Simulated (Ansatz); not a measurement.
A 2-atom cell of GaAs started from a crystallographic database: a single-point calculation in Ansatz 0.2.0 (PBE0). The cell was relaxed beforehand with r2SCAN.

Input file:
```yaml
crystal:
  lattice:
    - [0.0, 2.8330831922, 2.8330831922]
    - [2.8330831922, 0.0, 2.8330831922]
    - [2.8330831922, 2.8330831922, 0.0]
  atoms:
    - { symbol: Ga, position: [0.0, 0.0, 0.0] }
    - { symbol: As, position: [0.25, 0.25, 0.25] }
kpoints:
  mp_grid: { grid: [6, 6, 6] }
  band_path:
    path:
      - [0.0, 0.0, 0.0]
      - [-0.5, -0.5, 0.0]
      - [-0.375, -0.375, 0.25]
      - [-0.375, 0.0, 0.375]
      - [0.0, 0.0, 0.5]
      - [-0.5, -0.25, 0.25]
    npoints: 1
hamiltonian:
  xc: pbe0
scf:
  occupations: { method: fixed }
  n_extra_bands: 4
output:
  forces: true
  stress: true
  eigenvalues: true
```

Command: `ansatz run input.yaml --threads 2 --pin off --max-ram 2211MiB --backend cpu --events-out ev --progress --plain --runs-dir out`.

Abridged output:
```
scf.n_extra_bands = 4 over 14 filled bands (N_el = 28.0): the run solves 18 bands
Functional definition: PBE0
Crystal: 2 atoms, lattice volume = 45.479 Å³
Basis set: ecut = 420 eV, 893 PW (Γ)
Symmetry: 24 space group operations
Space group: F-43m (ITA 216)
k-points: 16 of 216 (time reversal used)
[warm-up without exact exchange]
SCF iter   1: HF=-8639.820796 eV  Δρ=1.43e-3  dr2=1.79e-3
SCF iter   2: HF=-8639.820544 eV  Δρ=4.34e-4  dr2=1.42e-4
SCF iter   3: HF=-8639.820542 eV  Δρ=2.21e-4  dr2=2.68e-5
SCF iter   4: HF=-8639.820562 eV  Δρ=9.52e-5  dr2=4.97e-6
SCF 1 stopped early in 4 iterations: F = -8639.820563 eV  dr2 = 4.97e-6
[exact exchange on]
SCF iter   1: HF=-8641.588296 eV  Δρ=1.22e-2  dr2=2.57e-2
preconditioner: auto → none  [insulator: Δε(μ)=1.811 eV  ℏωp=23.4 eV]
SCF iter   2: HF=-8641.572064 eV  Δρ=2.88e-3  dr2=2.88e-3
SCF iter   3: HF=-8641.583994 eV  Δρ=3.26e-3  dr2=1.64e-3
SCF iter   4: HF=-8641.583816 eV  Δρ=1.12e-3  dr2=2.17e-4
SCF iter   5: HF=-8641.584156 eV  Δρ=2.92e-4  dr2=2.62e-5
SCF iter   6: HF=-8641.584147 eV  Δρ=1.98e-5  dr2=1.44e-6
SCF 2 stopped early in 6 iterations: F = -8641.584147 eV  dr2 = 1.44e-6
hybrid outer 1: dexx = +1.455e-2 eV, tail = 7.92e-5 eV
SCF iter   1: HF=-8641.584314 eV  Δρ=7.01e-5  dr2=1.58e-6
SCF iter   2: HF=-8641.584317 eV  Δρ=4.31e-5  dr2=7.12e-7
SCF iter   3: HF=-8641.584317 eV  Δρ=1.83e-5  dr2=1.06e-7
SCF iter   4: HF=-8641.584317 eV  Δρ=5.09e-6  dr2=7.13e-9
SCF iter   5: HF=-8641.584317 eV  Δρ=9.57e-7  dr2=5.03e-10
SCF 3 converged in 5 iterations: F = -8641.584317 eV  dr2 = 5.03e-10
hybrid outer 2: dexx = +1.964e-6 eV, tail = 5.22e-8 eV, Δε = 3.84e-3 eV
Free energy (F): -8641.584317 eV
Fermi energy:    7.370521 eV
--- Per-component energies (eV) ---
  E_band       = -401.030458
  E_kinetic    = 217.604232
  E_local      = -3929.625108
  E_nonlocal   = -243.991771
  E_hartree    = 1983.272914
  E_xc         = -113.781794
  E_vxc        = -105.488814
  E_exx        = -120.950826
  E_paw        = -3740.594538
  E_vpaw       = -64.173730
  E_ewald      = -2692.790196
  E_core_change = -0.727099
--- Stress (GPa, compression-positive) ---
        0.411052       0.000000       0.000000
        0.000000       0.411052       0.000000
        0.000000       0.000000       0.411052
  P = ⅓ Tr σ = 0.4111 GPa (4.111 kbar)
```

Levels at the listed points, from bands.tsv (eV from the Fermi energy, bands near the gap, counted from 0):
```tsv
# k_distance	band_9	band_10	band_11	band_12	band_13	band_14	band_15	band_16	band_17
# fermi_ev = 7.370521
# [0, 0, 0] at k_distance = 0.000000
# [-0.5, -0.5, 0] at k_distance = 1.108895
# [-0.375, -0.375, 0.25] at k_distance = 1.500949
# [-0.375, 0, 0.375] at k_distance = 2.180006
# [0, 0, 0.5] at k_distance = 2.859063
# [-0.5, -0.25, 0.25] at k_distance = 3.643170
# levels_relative_to = fermi_ev
0.000	-17.436	-14.022	0.000	0.000	0.000	1.953	5.197	5.197	5.197
1.109	-17.426	-11.295	-7.472	-2.942	-2.942	2.711	2.972	12.192	12.192
1.501	-17.431	-11.338	-7.254	-4.244	-2.478	3.280	6.177	9.757	9.877
2.180	-17.431	-11.338	-7.254	-4.244	-2.478	3.280	6.177	9.757	9.877
2.859	-17.433	-12.114	-7.296	-1.249	-1.249	2.359	6.134	6.134	9.296
3.643	-17.433	-11.235	-7.246	-3.898	-3.656	6.130	6.302	7.062	7.537
```
In order the rows are Γ, X, U, K, L, W.

PBE0 gives a direct gap of 1.95 eV at Γ. The gap is the least over the mesh and the extra points. The mean stress, +0.4 GPa, is small, and the program warns that its thresholds are loose for a hybrid's stress.

Spin-unpolarised throughout; all numbers are computed.

Spin-orbit coupling is left out.

The meshes of the hybrids are coarse, so their gaps aren't converged to the digits shown.
